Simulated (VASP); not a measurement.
# SiC2 (P4_2/mnm) in VASP: further runs

One crystal, SiC2, is run at these levels: PBE; tasks: single point.

Everything below comes from runs of VASP 6.6.1. Logs are shortened: lines on timing, memory, paths and dates and some standing lists are left out, and cuts for length are marked.

### Step 1. The structure

It takes space group P4_2/mnm (No. 136, tetragonal). Conventional cell: a = 4.628 Å, b = 4.628 Å, c = 2.981 Å, α = 90.00°, β = 90.00°, γ = 90.00°. Around Si (site symmetry mmm) lie 6 C at 1.96 to 2.00 Å. C (site symmetry m2m) is surrounded by 3 Si at 1.96 to 2.00 Å.

The cell was built by a generator and needn't be a form met in nature.

### Step 2. Single point, PBE

File INCAR:

```
PREC     = Accurate       # precision mode
ENCUT    = 520            # plane-wave cutoff, eV
EDIFF    = 1E-6           # SCF threshold, eV
ISMEAR   = 0              # smearing method
SIGMA    = 0.1            # smearing width, eV
LREAL    = F              # projectors in reciprocal space
LASPH    = T              # aspherical terms in the spheres
NELM     = 100            # most SCF steps
ALGO     = Fast           # electronic algorithm
ISIF     = 2              # what is computed and relaxed
LWAVE    = F              # write WAVECAR
LCHARG   = F              # write CHGCAR
GGA      = PE             # functional
NBANDS   = 21             # bands
```

File KPOINTS:

```
Automatic mesh
0
Gamma
  4 4 6
```

File POSCAR:

```
SiC2
1.0
    4.6279559569      0.0000000000      0.0000000000
    0.0000000000      4.6279559569      0.0000000000
    0.0000000000      0.0000000000      2.9808710658
Si C
2 4
Direct
    0.0000000000      0.0000000000      0.0000000000
    0.5000000000      0.5000000000      0.5000000000
    0.3060000000      0.3060000000      0.0000000000
    0.1940000000      0.8060000000      0.5000000000
    0.6940000000      0.6940000000      0.0000000000
    0.8060000000      0.1940000000      0.5000000000
```

Potentials or basis: VASP PAW PBE potentials, release 64 (Si, C).

Run with:

```sh
> cat potpaw_PBE.64/Si/POTCAR potpaw_PBE.64/C/POTCAR > POTCAR
> mpirun -np 1 vasp_std > vasp.out
```

OUTCAR:

```text
PREC = Accurate
   ENCUT = 520
   EDIFF = 1E-6
   ISMEAR = 0
   LREAL = F
   LASPH = T
   NELM = 100
   ISIF = 2
   GGA = PE

 ion  position               nearest neighbor table
   1  0.000  0.000  0.000-   4 1.96   6 1.96   4 1.96   6 1.96   5 2.00   3 2.00
   2  0.500  0.500  0.500-   3 1.96   5 1.96   3 1.96   5 1.96   4 2.00   6 2.00
   3  0.306  0.306  0.000-   2 1.96   2 1.96   1 2.00
   4  0.194  0.806  0.500-   1 1.96   1 1.96   2 2.00
   5  0.694  0.694  0.000-   2 1.96   2 1.96   1 2.00
   6  0.806  0.194  0.500-   1 1.96   1 1.96   2 2.00

  LATTYP: Found a simple tetragonal cell.
 ALAT       =     4.6279559569
 C/A-ratio  =     0.6441010013

  Lattice vectors:

 A1 = (   4.6279559569,   0.0000000000,   0.0000000000)
 A2 = (   0.0000000000,   4.6279559569,   0.0000000000)
 A3 = (   0.0000000000,   0.0000000000,   2.9808710658)

Analysis of symmetry for initial positions (statically):
=====================================================================
 Subroutine PRICEL returns:
 Original cell was already a primitive cell.

 Routine SETGRP: Setting up the symmetry group for a
 simple tetragonal supercell.

 Subroutine GETGRP returns: Found 16 space group operations
 (whereof  8 operations were pure point group operations)
 out of a pool of 16 trial point group operations.

The static configuration has the point symmetry D_2h.
 The point group associated with its full space group is D_4h.

Analysis of symmetry for dynamics (positions and initial velocities):
=====================================================================
 Subroutine PRICEL returns:
 Original cell was already a primitive cell.

 Routine SETGRP: Setting up the symmetry group for a
 simple tetragonal supercell.

 Subroutine GETGRP returns: Found 16 space group operations
 (whereof  8 operations were pure point group operations)
 out of a pool of 16 trial point group operations.

The dynamic configuration has the point symmetry D_2h.
 The point group associated with its full space group is D_4h.

 Subroutine INISYM returns: Found 16 space group operations
 (whereof  8 operations are pure point group operations),
 and found     1 'primitive' translations

----------------------------------------------------------------------------------------

                                     Primitive cell

  volume of cell :      63.8442

  direct lattice vectors                    reciprocal lattice vectors
     4.627955957  0.000000000  0.000000000     0.216078115  0.000000000  0.000000000
[... 91 lines left out ...]
   ENCUT  =  520.0 eV  38.22 Ry    6.18 a.u.   8.60  8.60  5.54*2*pi/ulx,y,z
   NELM   =    100;   NELMIN=  2; NELMDL= -5     # of ELM steps
   EDIFF  = 0.1E-05   stopping-criterion for ELM
[... 8 lines left out ...]
   TEBEG  =    0.0;   TEEND  =   0.0 temperature during run
   PSTRESS=    0.0 pullay stress
   NELECT =      24.0000    total number of electrons
   NUPDOWN=      -1.0000    fix difference up-down
   EMIN   =  10.00;   EMAX   =-10.00  energy-range for DOS
   EFERMI =   0.00;   METHOD = LEGACY
   ISMEAR =     0;   SIGMA  =   0.10  broadening in eV -4-tet -1-fermi 0-gaus
   EFERMI_NEDOS =   21; number of points for ismear=-14 and -15
   IALGO  =     68    algorithm
   IMIX   =      4    mixing-type and parameters
     AMIX     =   0.40;   BMIX     =  1.00
     AMIX_MAG =   1.60;   BMIX_MAG =  1.00
  volume/ion in A,a.u.               =      10.64        71.81
  Fermi-wavevector in a.u.,A,eV,Ry     =   1.181512  2.232733 18.993324  1.395970
  Thomas-Fermi vector in A             =   2.317784
   LORBIT       =      0    0 simple, 1 ext, 2 COOP (PROOUT), +10 PAW based schemes
   GGA     = PE    functional components
   LHFCALC =     F    Hartree Fock is set to
   AEXX    =    0.0000 exact exchange contribution
   IVDW    =     0    specifies the selected vdW correction
   LEPSILON=     F    determine dielectric tensor
   LRPA    =     F    only Hartree local field effects (RPA)
 non-spin polarized calculation
 RMM-DIIS sequential band-by-band and
 Gauss-broadening in eV      SIGMA  =   0.10
  energy-cutoff  :      520.00
  volume of cell :       63.84
 maximum number of plane-waves:      1736
 NGX is ok and might be reduce to    36
   NGX = 17   NGY = 17   NGZ = 11

 number of electron      24.0000000 magnetization

 Free energy of the ion-electron system (eV)
  ---------------------------------------------------
  ext. energy  EPLUGINS =         0.00000000
  ---------------------------------------------------
  free energy    TOTEN  =       -36.43794090 eV

  energy without entropy =      -36.41285592  energy(sigma->0) =      -36.42539841

 E-fermi :   6.0279     XC(G=0): -11.0312

 val. band max:        6.0231683595   @ k =   0.2500   0.0000   0.5000
 cond. band min:       6.0305927911   @ k =   0.2500   0.0000   0.1667
 fundamental gap:      0.0074244315
 Fermi energy:         6.0278659368

 k-point     1 :       0.0000    0.0000    0.0000
  band No.  band energies     occupation
      1      -9.2551      2.00000
      2      -5.1809      2.00000
      3      -4.2173      2.00000
      4      -4.2173      2.00000
      5      -0.0193      2.00000
      6       1.9801      2.00000
[... 565 lines left out ...]
     20      15.5843      0.00000
     21      17.0598      0.00000

------------------------ aborting loop because EDIFF is reached ----------------------------------------

  FORCE on cell =-STRESS in cart. coord.  units (eV):
  Direction    XX          YY          ZZ          XY          YZ          ZX
  --------------------------------------------------------------------------------------
  -------------------------------------------------------------------------------------
  Total       -3.4915823     -3.4915823      0.9292938      0.0000000      0.0000000      0.0000000
  in kB      -87.6216119    -87.6216119     23.3207226      0.0000000      0.0000000      0.0000000
  external PRESSURE =     -50.6408337 kB  Pullay stress =       0.0000000 kB

 VOLUME and BASIS-vectors are now :
 -----------------------------------------------------------------------------
  energy-cutoff  :      520.00
  volume of cell :       63.84
      direct lattice vectors                 reciprocal lattice vectors
     4.627955957  0.000000000  0.000000000     0.216078115  0.000000000  0.000000000
     0.000000000  4.627955957  0.000000000     0.000000000  0.216078115  0.000000000
     0.000000000  0.000000000  2.980871066     0.000000000  0.000000000  0.335472410

 POSITION                                       TOTAL-FORCE (eV/Angst)
 -----------------------------------------------------------------------------------
      0.00000      0.00000      0.00000        -0.000000      0.000000      0.000000
      2.31398      2.31398      1.49044        -0.000000      0.000000      0.000000
      1.41615      1.41615      0.00000        -0.593183     -0.593183      0.000000
      0.89782      3.73013      1.49044         0.593183     -0.593183      0.000000
      3.21180      3.21180      0.00000         0.593183      0.593183      0.000000
      3.73013      0.89782      1.49044        -0.593183      0.593183      0.000000
 -----------------------------------------------------------------------------------
    total drift:                               -0.000000      0.000000     -0.000000

  FREE ENERGIE OF THE ION-ELECTRON SYSTEM (eV)
  ---------------------------------------------------
  free  energy   TOTEN  =       -36.4379409040 eV

  energy  without entropy=      -36.4128559242  energy(sigma->0) =      -36.42539841
```

stdout:

```text
POSCAR found type information on POSCAR SiC
 POSCAR found :  2 types and       6 ions
 scaLAPACK will be used
 LDA part: xc-table for (Slater+PW92), standard interpolation
 POSCAR, INCAR and KPOINTS ok, starting setup
 FFT: planning ... GRIDC
 FFT: planning ... GRID_SOFT
 FFT: planning ... GRID
 WAVECAR not read
 entering main loop
```

Run time: 40 s. Hardware: 1 thread of Intel Xeon Platinum 8375C at 2.90GHz (Ice Lake), shared host; peak memory 0.17 GiB.

Results:

| Item | Value |
| --- | --- |
| Free energy | -36.4379 eV |
| Pressure | -5.1 GPa |
| Largest force | 0.839 eV/Å |
| Band gap on the k mesh | none (metal or under the smearing width) |

Forces on the atoms (eV/Å):
```
Si   0.000  0.000  0.000
Si   0.000  0.000  0.000
C   -0.593 -0.593  0.000
C    0.593 -0.593  0.000
C    0.593  0.593  0.000
C   -0.593  0.593  0.000
```

Stress tensor (GPa, compression positive):
```
-8.76  0.00  0.00
 0.00 -8.76  0.00
 0.00  0.00  2.33
```

### Step 3. Single point, PBE, collinear spin, typed start

File INCAR:

```
SYSTEM = SiC2
PREC     = Accurate       ! precision mode
ENCUT    = 520            ! plane-wave cutoff, eV
EDIFF    = 1E-7           ! SCF threshold, eV
ISMEAR   = 0              ! smearing method
SIGMA    = 0.1            ! smearing width, eV
LREAL    = .FALSE.        ! projectors in reciprocal space
LASPH    = .TRUE.         ! aspherical terms in the spheres
NELM     = 150            ! most SCF steps
ALGO     = Fast           ! electronic algorithm
ISIF     = 2              ! what is computed and relaxed
LWAVE    = .FALSE.        ! write WAVECAR
LCHARG   = .TRUE.         ! write CHGCAR
ISPIN    = 2              ! spin polarisation
MAGMOM   = 0 0 1 1 1 1    ! initial moments
LORBIT   = 11             ! projections on sites
GGA      = PE             ! functional
LELF     = .TRUE.         ! ELF
LVHAR    = .TRUE.       
NBANDS   = 25             ! bands
```

File KPOINTS:

```
Automatic mesh
0
G
  4 4 6
  0 0 0
```

POSCAR is that of step 2.

Potentials or basis: VASP PAW PBE potentials, release 64 (Si, C).

Run with:

```sh
> cat potpaw_PBE.64/Si/POTCAR potpaw_PBE.64/C/POTCAR > POTCAR
> mpirun -np 1 vasp_std > vasp.out
```

OUTCAR:

```text
SYSTEM = SiC2
   PREC = Accurate
   ENCUT = 520
   EDIFF = 1E-7
   ISMEAR = 0
   LREAL = .FALSE.
   LASPH = .TRUE.
   NELM = 150
   ISIF = 2
   ISPIN = 2
   LORBIT = 11
   GGA = PE

 ion  position               nearest neighbor table
   1  0.000  0.000  0.000-   4 1.96   6 1.96   4 1.96   6 1.96   5 2.00   3 2.00
   2  0.500  0.500  0.500-   3 1.96   5 1.96   3 1.96   5 1.96   4 2.00   6 2.00
   3  0.306  0.306  0.000-   2 1.96   2 1.96   1 2.00
   4  0.194  0.806  0.500-   1 1.96   1 1.96   2 2.00
   5  0.694  0.694  0.000-   2 1.96   2 1.96   1 2.00
   6  0.806  0.194  0.500-   1 1.96   1 1.96   2 2.00

  LATTYP: Found a simple tetragonal cell.
 ALAT       =     4.6279559569
 C/A-ratio  =     0.6441010013

  Lattice vectors:

 A1 = (   4.6279559569,   0.0000000000,   0.0000000000)
 A2 = (   0.0000000000,   4.6279559569,   0.0000000000)
 A3 = (   0.0000000000,   0.0000000000,   2.9808710658)

Analysis of symmetry for initial positions (statically):
=====================================================================
 Subroutine PRICEL returns:
 Original cell was already a primitive cell.

 Routine SETGRP: Setting up the symmetry group for a
 simple tetragonal supercell.

 Subroutine GETGRP returns: Found 16 space group operations
 (whereof  8 operations were pure point group operations)
 out of a pool of 16 trial point group operations.

The static configuration has the point symmetry D_2h.
 The point group associated with its full space group is D_4h.

Analysis of symmetry for dynamics (positions and initial velocities):
=====================================================================
 Subroutine PRICEL returns:
 Original cell was already a primitive cell.

 Routine SETGRP: Setting up the symmetry group for a
 simple tetragonal supercell.

 Subroutine GETGRP returns: Found 16 space group operations
 (whereof  8 operations were pure point group operations)
 out of a pool of 16 trial point group operations.

The dynamic configuration has the point symmetry D_2h.
 The point group associated with its full space group is D_4h.

Analysis of structural, dynamic, and magnetic symmetry:
=====================================================================
 Subroutine PRICEL returns:
 Original cell was already a primitive cell.

 Routine SETGRP: Setting up the symmetry group for a
 simple tetragonal supercell.

 Subroutine GETGRP returns: Found 16 space group operations
 (whereof  8 operations were pure point group operations)
 out of a pool of 16 trial point group operations.

The overall configuration has the point symmetry D_2h.
 The point group associated with its full space group is D_4h.

 Subroutine INISYM returns: Found 16 space group operations
 (whereof  8 operations are pure point group operations),
 and found     1 'primitive' translations

----------------------------------------------------------------------------------------

                                     Primitive cell

  volume of cell :      63.8442

  direct lattice vectors                    reciprocal lattice vectors
     4.627955957  0.000000000  0.000000000     0.216078115  0.000000000  0.000000000
     0.000000000  4.627955957  0.000000000     0.000000000  0.216078115  0.000000000
     0.000000000  0.000000000  2.980871066     0.000000000  0.000000000  0.335472410

  length of vectors
     4.627955957  4.627955957  2.980871066     0.216078115  0.216078115  0.335472410

[... 99 lines left out ...]
   NUPDOWN=      -1.0000    fix difference up-down
   EMIN   =  10.00;   EMAX   =-10.00  energy-range for DOS
   EFERMI =   0.00;   METHOD = LEGACY
   ISMEAR =     0;   SIGMA  =   0.10  broadening in eV -4-tet -1-fermi 0-gaus
   EFERMI_NEDOS =   21; number of points for ismear=-14 and -15
   IALGO  =     68    algorithm
   IMIX   =      4    mixing-type and parameters
     AMIX     =   0.40;   BMIX     =  1.00
     AMIX_MAG =   1.60;   BMIX_MAG =  1.00
  volume/ion in A,a.u.               =      10.64        71.81
  Fermi-wavevector in a.u.,A,eV,Ry     =   1.181512  2.232733 18.993324  1.395970
  Thomas-Fermi vector in A             =   2.317784
   LORBIT       =     11    0 simple, 1 ext, 2 COOP (PROOUT), +10 PAW based schemes
   GGA     = PE    functional components
   LHFCALC =     F    Hartree Fock is set to
   AEXX    =    0.0000 exact exchange contribution
   IVDW    =     0    specifies the selected vdW correction
   LEPSILON=     F    determine dielectric tensor
   LRPA    =     F    only Hartree local field effects (RPA)
 spin polarized calculation
 RMM-DIIS sequential band-by-band and
 Gauss-broadening in eV      SIGMA  =   0.10
  energy-cutoff  :      520.00
  volume of cell :       63.84
 maximum number of plane-waves:      1736
 NGX is ok and might be reduce to    36
   NGX = 17   NGY = 17   NGZ = 11

 number of electron      24.0000000 magnetization       1.8644218

 number of electron      24.0000000 magnetization      -0.0014761

 Free energy of the ion-electron system (eV)
  ---------------------------------------------------
  ext. energy  EPLUGINS =         0.00000000
  ---------------------------------------------------
  free energy    TOTEN  =       -36.43794079 eV

  energy without entropy =      -36.41285541  energy(sigma->0) =      -36.42539810

 E-fermi :   6.0275     XC(G=0): -11.0312

 val. band max:        6.0231051991   @ k =   0.2500   0.0000   0.5000
 cond. band min:       6.0300194229   @ k =   0.2500   0.0000   0.1667
 fundamental gap:      0.0069142239
 Fermi energy:         6.0275310435

 spin component 1

 k-point     1 :       0.0000    0.0000    0.0000
  band No.  band energies     occupation
      1      -9.2551      1.00000
      2      -5.1809      1.00000
      3      -4.2174      1.00000
      4      -4.2174      1.00000
      5      -0.0194      1.00000
      6       1.9801      1.00000
[... 637 lines left out ...]
     23      17.2204      0.00000
     24      17.2204      0.00000
 Fermi energy:         6.0275310435

 spin component 2

 k-point     1 :       0.0000    0.0000    0.0000
  band No.  band energies     occupation
      1      -9.2554      1.00000
      2      -5.1811      1.00000
      3      -4.2178      1.00000
      4      -4.2178      1.00000
      5      -0.0198      1.00000
      6       1.9796      1.00000
[... 637 lines left out ...]
     23      17.2202      0.00000
     24      17.2202      0.00000
 [bands above 24 left out]

------------------------ aborting loop because EDIFF is reached ----------------------------------------

  FORCE on cell =-STRESS in cart. coord.  units (eV):
  Direction    XX          YY          ZZ          XY          YZ          ZX
  --------------------------------------------------------------------------------------
  -------------------------------------------------------------------------------------
  Total       -3.4883187     -3.4883187      0.9326809      0.0000000      0.0000000      0.0000000
  in kB      -87.5397125    -87.5397125     23.4057210      0.0000000      0.0000000      0.0000000
  external PRESSURE =     -50.5579013 kB  Pullay stress =       0.0000000 kB

 VOLUME and BASIS-vectors are now :
 -----------------------------------------------------------------------------
  energy-cutoff  :      520.00
  volume of cell :       63.84
      direct lattice vectors                 reciprocal lattice vectors
     4.627955957  0.000000000  0.000000000     0.216078115  0.000000000  0.000000000
     0.000000000  4.627955957  0.000000000     0.000000000  0.216078115  0.000000000
     0.000000000  0.000000000  2.980871066     0.000000000  0.000000000  0.335472410

 POSITION                                       TOTAL-FORCE (eV/Angst)
 -----------------------------------------------------------------------------------
      0.00000      0.00000      0.00000         0.000000      0.000000      0.000000
      2.31398      2.31398      1.49044         0.000000      0.000000      0.000000
      1.41615      1.41615      0.00000        -0.593170     -0.593170      0.000000
      0.89782      3.73013      1.49044         0.593170     -0.593170      0.000000
      3.21180      3.21180      0.00000         0.593170      0.593170      0.000000
      3.73013      0.89782      1.49044        -0.593170      0.593170      0.000000
 -----------------------------------------------------------------------------------
    total drift:                               -0.000000      0.000000     -0.000000

  FREE ENERGIE OF THE ION-ELECTRON SYSTEM (eV)
  ---------------------------------------------------
  free  energy   TOTEN  =       -36.4379407925 eV

  energy  without entropy=      -36.4128554090  energy(sigma->0) =      -36.42539810

 total charge

# of ion       s       p       d       tot
------------------------------------------
    1        0.665   0.942   0.000   1.607
    2        0.665   0.942   0.000   1.607
    3        0.957   1.316   0.000   2.273
    4        0.957   1.316   0.000   2.273
    5        0.957   1.316   0.000   2.273
    6        0.957   1.316   0.000   2.273
--------------------------------------------------
tot          5.157   7.150   0.000  12.307

 magnetization (x)

# of ion       s       p       d       tot
------------------------------------------
    1        0.000  -0.000   0.000  -0.000
    2        0.000  -0.000   0.000  -0.000
    3       -0.000  -0.000   0.000  -0.000
    4       -0.000  -0.000   0.000  -0.000
    5       -0.000  -0.000   0.000  -0.000
    6       -0.000  -0.000   0.000  -0.000
--------------------------------------------------
tot         -0.000  -0.001   0.000  -0.001
```

Wall time 1.8 min (1 thread of Intel Xeon Platinum 8375C at 2.90GHz (Ice Lake), shared host); peak memory 0.22 GiB.

Results:

* Free energy: -36.4379 eV
* Pressure: -5.1 GPa
* Largest force: 0.839 eV/Å
* Band gap on the k mesh: none (metal or under the smearing width)
* Net moment: 0.00 μB per cell
* Valence electrons inside the program's atomic spheres: Si 1.61; C 2.27

Forces in eV/Å, atoms in the order of the input:
```
Si   0.000  0.000  0.000
Si   0.000  0.000  0.000
C   -0.593 -0.593  0.000
C    0.593 -0.593  0.000
C    0.593  0.593  0.000
C   -0.593  0.593  0.000
```

Stress tensor (GPa, compression positive):
```
-8.75  0.00  0.00
 0.00 -8.75  0.00
 0.00  0.00  2.34
```
